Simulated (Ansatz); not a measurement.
The guess for SiMo3 was made by a generator: random cell by space group and Wyckoff sites (P4/mmm, No. 123). Its size is a rough estimate.

```
Si Mo
1.0
     3.83229    0.00000    0.00000
     0.00000    3.83229    0.00000
     0.00000    0.00000    5.05775
Si Mo
1 3
Direct
  0.00000 0.00000 0.50000
  0.00000 0.00000 0.00000
  0.50000 0.50000 0.50000
  0.50000 0.50000 0.00000
```

The calculation used Ansatz, DFT PBE, scalar-relativistic, plane waves, PAW. Cutoff 420 eV, Gaussian smearing, Γ-centred meshes. Cell and atoms relax first on a coarse mesh and then on a finer one. In between, the cell is made exact in the group found at 0.06 Å. In metals the finer mesh still leaves noise of several meV/atom or more. The steps can't lower the symmetry of their start. No spin polarisation in the relaxation; trial moments died out in a coarse test.

A guess keeps its type if space group and coordination stay and the shape of the cell changes little (axis ratios within about 15 %, angles within 6°); the volume may change.

Task: Will the relaxed cell still be of the starting type?

Result: It keeps its type. The symmetry stays P4/mmm (No. 123). The volume per atom shrinks by 8.7 %, from 18.6 to 17.0 Å³. The shortest distance goes from 2.53 Å (Si–Mo and Mo–Mo) to 2.54 Å (Si–Mo and Mo–Mo). The ratio c/a of the conventional cell changes by a factor of 1.11. Counting neighbours within 15 % of an atom's shortest distance, the start has Mo 6, Si 6 and the end Mo 6, Si 6.

Formation energies are uncorrected and refer to the elements' standard structures at the same level.

Task: At what energy does it end?

Result: +0.88 eV/atom. The separate elements lie lower, so it is unstable against them.

The last run used a 14×14×10 mesh (in the run's order of axes) for its 4-atom cell and Gaussian smearing of 0.10 eV. Symmetry constrained the relaxation, so the result can be a saddle point. Another cell of SiMo3 relaxed alike, in Pm-3n (a cell as deposited in COD), lies 1.20 eV/atom lower, so this cell isn't the stable form at this level.
